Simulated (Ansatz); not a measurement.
HgS: the change of pressure with volume per atom

All results are calculated (Ansatz 0.2.0). Periodic Kohn-Sham DFT of a crystal at fixed atoms; pressure and stress are positive in compression; the energy is the free energy less that of spherical unpolarised free atoms; site moments are those in the method's own spheres, positive along +z.

Cell of the first row (space group F-43m, No. 216):
```
HgS
1.0
      0.0000     2.8692     2.8692
      2.8692     0.0000     2.8692
      2.8692     2.8692     0.0000
Hg S
1 1
Direct
  0.00000 0.00000 0.00000
  0.75000 0.75000 0.75000
```

Settings of every row: method frozen-core PAW; functional PBEsol; relativity scalar; k mesh 8x8x8; filling fermi-dirac; smearing width 0.02 eV; wave cutoff 420 eV; paw set soft_2.

Atom start moment: 0 on all atoms.

Limits: PAW files made with PBE; no spin-orbit coupling on heavy atoms.

| row | volume per atom (Å³) | pressure (GPa) |
| --- | --- | --- |
| 1 | 23.62 | 5.109 |
| 2 | 24.123 | 3.416 |
| 3 | 24.625 | 1.91 |
| 4 | 24.877 | 1.22 |
| 5 | 25.128 | 0.57 |
| 6 | 25.379 | -0.043 |
| 7 | 25.631 | ? |
| 8 | 26.133 | -1.679 |
| 9 | 26.636 | -2.62 |

Question: what pressure should row 7 give?

Worked fit of pressure. Take u = (V_r/V)^(2/3) − 1 with V_r = 25.002 Å³ an atom, which is twice the finite (Eulerian) strain; such expansions in the strain, on which the Birch-Murnaghan equation of state is built, carry the rest volume and the bulk modulus. The shown rows have u = 0.03864, 0.02415, 0.01018, 0.00335, -0.00335, -0.00993, -0.02906, -0.04133. Least squares give pressure = 0.8913 + 97.042 × u + 303.36 × u² + 264 × u³ GPa; a parabola predicts inner rows, each left out in turn, worse (root mean square 0.004 against 0.00074 GPa). The rows lie off it by 0.000, 0.000, -0.001, 0.000, 0.000, 0.000, 0.000, 0.000. The pressure vanishes at u = -0.0095, or V = 25.36 Å³ an atom, and there the bulk modulus at fixed shape and fractions is B = −V dP/dV = (2/3)(1 + u) dP/du = 60.3 GPa. The withheld row has u = -0.01643, so the fit gives 0.8913 + 97.042 × (-0.01643) + 303.36 × (-0.01643)² + 264 × (-0.01643)³ = -0.622 GPa.

The calculation gave -0.621 GPa. The fit lies 0.001 GPa (0.013 % of the column's range) below it, one unit of the last digit.
